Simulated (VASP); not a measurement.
# TiO2 (P4_2/mnm) in VASP: notebook, part 2 of 2

VASP 6.6.1.

## (5) Single point, PBE

File INCAR:

```
PREC = Accurate
ENCUT = 460
EDIFF = 1E-7
ISMEAR = 0
SIGMA = 0.05
LREAL = False
LASPH = True
NELM = 100
ALGO = Normal
ISIF = 2
LWAVE = False
LCHARG = False
GGA = PE
ADDGRID = True
```

File KPOINTS:

```
regular mesh
0
Gamma
  3 3 4
```

File POSCAR:

```
TiO2
1.0
    4.5998373239      0.0000000000      0.0000000000
    0.0000000000      4.5998373239      0.0000000000
    0.0000000000      0.0000000000      2.9592135600
Ti O
2 4
Direct
    0.0000000000      0.0000000000      0.5000000000
    0.5000000000      0.5000000000      0.0000000000
    0.3043213200      0.3043213200      0.5000000000
    0.1956786800      0.8043213200      0.0000000000
    0.8043213200      0.1956786800      0.0000000000
    0.6956786800      0.6956786800      0.5000000000
```

Potentials or basis: VASP PAW PBE potentials, release 64 (Ti_sv, O).

The run is started by

```console
$ cat potpaw_PBE.64/Ti_sv/POTCAR potpaw_PBE.64/O/POTCAR > POTCAR
$ mpirun -np 1 vasp_std > vasp.out
```

OUTCAR:

```text
PREC = Accurate
   ENCUT = 460
   EDIFF = 1E-7
   ISMEAR = 0
   LREAL = False
   LASPH = True
   NELM = 100
   ISIF = 2
   GGA = PE

 Found      9 irreducible k-points:

 Following reciprocal coordinates:
            Coordinates               Weight
  0.000000  0.000000  0.000000      1.000000
  0.333333  0.000000  0.000000      4.000000
  0.333333  0.333333  0.000000      4.000000
  0.000000  0.000000  0.250000      2.000000
  0.333333  0.000000  0.250000      8.000000
  0.333333  0.333333  0.250000      8.000000
   k-points           NKPTS =      9   k-points in BZ     NKDIM =      9   number of bands    NBANDS=     28
   number of dos      NEDOS =    301   number of ions     NIONS =      6
   total plane-waves  NPLWV =  24576
   dimension x,y,z NGX =    32 NGY =   32 NGZ =   24
   dimension x,y,z NGXF=    64 NGYF=   64 NGZF=   48
   ions per type =               2   4
   NGX,Y,Z   is equivalent  to a cutoff of  11.57, 11.57, 13.48 a.u.
   NGXF,Y,Z  is equivalent  to a cutoff of  23.13, 23.13, 26.97 a.u.
 SYSTEM =  unknown system
   PREC   = accura    normal or accurate (medium, high low for compatibility)
   ISTART =      0    job   : 0-new  1-cont  2-samecut
   ICHARG =      2    charge: 1-file 2-atom 10-const
   ISPIN  =      1    spin polarized calculation?
   LNONCOLLINEAR =      F non collinear calculations
   LSORBIT =      F    spin-orbit coupling
   LASPH  =      T    aspherical Exc in radial PAW
   ENCUT  =  460.0 eV  33.81 Ry    5.81 a.u.   8.04  8.04  5.18*2*pi/ulx,y,z
   NELM   =    100;   NELMIN=  2; NELMDL= -5     # of ELM steps
   EDIFF  = 0.1E-06   stopping-criterion for ELM
   LREAL  =      F    real-space projection
   EDIFFG = 0.1E-05   stopping-criterion for IOM
   NSW    =      0    number of steps for IOM
   IBRION =     -1    ionic relax: 0-MD 1-quasi-New 2-CG
   NFREE  =      0    steps in history (QN), initial steepest desc. (CG)
   ISIF   =      2    stress and relaxation
   ISYM   =      2    0-nonsym 1-usesym 2-fastsym
   POTIM  = 0.5000    time-step for ionic-motion
   TEBEG  =    0.0;   TEEND  =   0.0 temperature during run
   PSTRESS=    0.0 pullay stress
   NELECT =      48.0000    total number of electrons
   NUPDOWN=      -1.0000    fix difference up-down
   EMIN   =  10.00;   EMAX   =-10.00  energy-range for DOS
   EFERMI =   0.00;   METHOD = LEGACY
   ISMEAR =     0;   SIGMA  =   0.05  broadening in eV -4-tet -1-fermi 0-gaus
   EFERMI_NEDOS =   21; number of points for ismear=-14 and -15
   IALGO  =     38    algorithm
   IMIX   =      4    mixing-type and parameters
     AMIX     =   0.40;   BMIX     =  1.00
     AMIX_MAG =   1.60;   BMIX_MAG =  1.00
  volume/ion in A,a.u.               =      10.44        70.42
  Fermi-wavevector in a.u.,A,eV,Ry     =   1.498309  2.831394 30.544140  2.244931
  Thomas-Fermi vector in A             =   2.610085
   LORBIT       =      0    0 simple, 1 ext, 2 COOP (PROOUT), +10 PAW based schemes
   GGA     = PE    functional components
   LHFCALC =     F    Hartree Fock is set to
   AEXX    =    0.0000 exact exchange contribution
   IVDW    =     0    specifies the selected vdW correction
   LEPSILON=     F    determine dielectric tensor
   LRPA    =     F    only Hartree local field effects (RPA)
 non-spin polarized calculation
 Gauss-broadening in eV      SIGMA  =   0.05
  energy-cutoff  :      460.00
  volume of cell :       62.61
 maximum number of plane-waves:      1415
   NGX = 17   NGY = 17   NGZ = 11

 number of electron      48.0000001 magnetization

 Free energy of the ion-electron system (eV)
  ---------------------------------------------------
  ext. energy  EPLUGINS =         0.00000000
  ---------------------------------------------------
  free energy    TOTEN  =       -53.64938714 eV

  energy without entropy =      -53.64938714  energy(sigma->0) =      -53.64938714

 E-fermi :   5.1134     XC(G=0): -11.3974

 val. band max:        4.8303767240   @ k =   0.0000   0.0000   0.0000
 cond. band min:       6.6631258256   @ k =   0.0000   0.0000   0.0000
 fundamental gap:      1.8327491015
 Fermi energy:         5.1133744838

 k-point     1 :       0.0000    0.0000    0.0000
  band No.  band energies     occupation
      1     -52.1169      2.00000
      2     -52.1001      2.00000
      3     -28.4235      2.00000
      4     -28.4235      2.00000
      5     -28.2598      2.00000
      6     -28.2598      2.00000
[... 20 lines left out ...]
     27       7.1968      0.00000
[... 133 lines left out ...]
      6     -28.3368      2.00000
[... 20 lines left out ...]
     27       7.7160      0.00000
     28       7.9324      0.00000

 [... further k-points ...]

------------------------ aborting loop because EDIFF is reached ----------------------------------------

  FORCE on cell =-STRESS in cart. coord.  units (eV):
  Direction    XX          YY          ZZ          XY          YZ          ZX
  --------------------------------------------------------------------------------------
  -------------------------------------------------------------------------------------
  Total        1.5233232      1.5233232      1.5170923      0.0000000      0.0000000      0.0000000
  in kB       38.9799597     38.9799597     38.8205196      0.0000000      0.0000000      0.0000000
  external PRESSURE =      38.9268130 kB  Pullay stress =       0.0000000 kB

 VOLUME and BASIS-vectors are now :
 -----------------------------------------------------------------------------
  energy-cutoff  :      460.00
  volume of cell :       62.61
      direct lattice vectors                 reciprocal lattice vectors
     4.599837324  0.000000000  0.000000000     0.217398993  0.000000000  0.000000000
     0.000000000  4.599837324  0.000000000     0.000000000  0.217398993  0.000000000
     0.000000000  0.000000000  2.959213560     0.000000000  0.000000000  0.337927622

 POSITION                                       TOTAL-FORCE (eV/Angst)
 -----------------------------------------------------------------------------------
      0.00000      0.00000      1.47961         0.000000     -0.000000     -0.000000
      2.29992      2.29992      0.00000         0.000000     -0.000000     -0.000000
      1.39983      1.39983      1.47961        -0.017820     -0.017820     -0.000000
      0.90009      3.69975      0.00000         0.017820     -0.017820     -0.000000
      3.69975      0.90009      0.00000        -0.017820      0.017820      0.000000
      3.20001      3.20001      1.47961         0.017820      0.017820      0.000000
 -----------------------------------------------------------------------------------
    total drift:                               -0.000000     -0.000000     -0.000000

  FREE ENERGIE OF THE ION-ELECTRON SYSTEM (eV)
  ---------------------------------------------------
  free  energy   TOTEN  =       -53.6493871388 eV

  energy  without entropy=      -53.6493871388  energy(sigma->0) =      -53.64938714
```

OSZICAR:

```text
N       E                     dE             d eps       ncg     rms          rms(c)
DAV:   1     0.643256224680E+03    0.64326E+03   -0.23941E+04   504   0.187E+03
DAV:   2     0.437122240415E+02   -0.59954E+03   -0.58144E+03   536   0.564E+02
DAV:   3    -0.649522683567E+02   -0.10866E+03   -0.10723E+03   796   0.207E+02
DAV:   4    -0.708852779074E+02   -0.59330E+01   -0.59280E+01   696   0.501E+01
DAV:   5    -0.711491395544E+02   -0.26386E+00   -0.26381E+00   680   0.867E+00    0.313E+01
DAV:   6    -0.540753530392E+02    0.17074E+02   -0.11856E+02   592   0.104E+02    0.116E+01
DAV:   7    -0.537393658427E+02    0.33599E+00   -0.16842E+01   636   0.324E+01    0.747E+00
DAV:   8    -0.538837670503E+02   -0.14440E+00   -0.46792E+00   628   0.196E+01    0.465E+00
DAV:   9    -0.536518194741E+02    0.23195E+00   -0.25327E+00   656   0.137E+01    0.138E+00
DAV:  10    -0.536488116091E+02    0.30079E-02   -0.16051E-01   624   0.305E+00    0.302E-01
DAV:  11    -0.536494482372E+02   -0.63663E-03   -0.95958E-03   616   0.727E-01    0.877E-02
DAV:  12    -0.536494381638E+02    0.10073E-04   -0.85922E-04   688   0.196E-01    0.777E-02
DAV:  13    -0.536493859190E+02    0.52245E-04   -0.22204E-04   676   0.138E-01    0.990E-03
DAV:  14    -0.536493881219E+02   -0.22029E-05   -0.27756E-05   728   0.417E-02    0.127E-02
DAV:  15    -0.536493871667E+02    0.95525E-06   -0.93302E-06   696   0.329E-02    0.299E-03
DAV:  16    -0.536493871388E+02    0.27905E-07   -0.27941E-07   456   0.456E-03
   1 F= -.53649387E+02 E0= -.53649387E+02  d E =-.958139E-17
```

Run time: 19 s. Hardware: 1 thread of AMD EPYC 7R13 (Zen 3), shared host; peak memory 0.19 GiB.

The run converged, but some of its settings lie outside the range that counts as converged, so its numbers aren't taken as properties of the crystal.

What came out:

| Item | Value |
| --- | --- |
| Free energy | -53.6494 eV |
| Pressure | 3.9 GPa |
| Largest force | 0.025 eV/Å |
| Band gap on the k mesh | 1.83 eV, direct |

Caveat: the k mesh is coarse (spacing up to 0.53 Å⁻¹), so the values aren't converged; the cutoff is under 1.25 times the usual one of these potentials, so pressure, stress and relaxed cells hold a basis-set (Pulay) error; an odd mesh through Γ misses points on the zone boundary, where band edges often lie.

## (6) Single point, PBE

File INCAR:

```
PREC = Normal
ENCUT = 460
EDIFF = 1E-4
ISMEAR = 0
SIGMA = 0.05
LREAL = Auto
LASPH = True
NELM = 100
ALGO = Normal
ISIF = 2
LWAVE = False
LCHARG = False
GGA = PE
ADDGRID = False
```

KPOINTS is that of step 5.

POSCAR is that of step 5.

Potentials or basis: VASP PAW PBE potentials, release 64 (Ti_sv, O).

The run is started by

```console
$ cat potpaw_PBE.64/Ti_sv/POTCAR potpaw_PBE.64/O/POTCAR > POTCAR
$ mpirun -np 1 vasp_std > vasp.out
```

Wall time 7.8 s (1 thread of AMD EPYC 7R13 (Zen 3), shared host); peak memory 0.1 GiB.

These settings aren't checked as converged: the numbers below hold their error.

Results:

* Free energy: -53.6554 eV
* Pressure: 4.2 GPa
* Largest force: 0.017 eV/Å
* Band gap on the k mesh: 1.82 eV, direct

Caveat: the k mesh is coarse (spacing up to 0.53 Å⁻¹), so the values aren't converged; the cutoff is under 1.25 times the usual one of these potentials, so pressure, stress and relaxed cells hold a basis-set (Pulay) error; an odd mesh through Γ misses points on the zone boundary, where band edges often lie.

## (7) The reference run

An earlier run on the cell as given: functional PBEsol; potentials or basis VASP PAW PBE potentials, release 64 (Ti_sv, O); cutoff 520 eV; k mesh 6 × 6 × 9; occupations fermi-dirac, width 0.05 eV; no spin polarisation.

- Pressure: -2.1 GPa
- Largest force: 0.047 eV/Å
- Band gap on the k mesh: 1.80 eV, direct
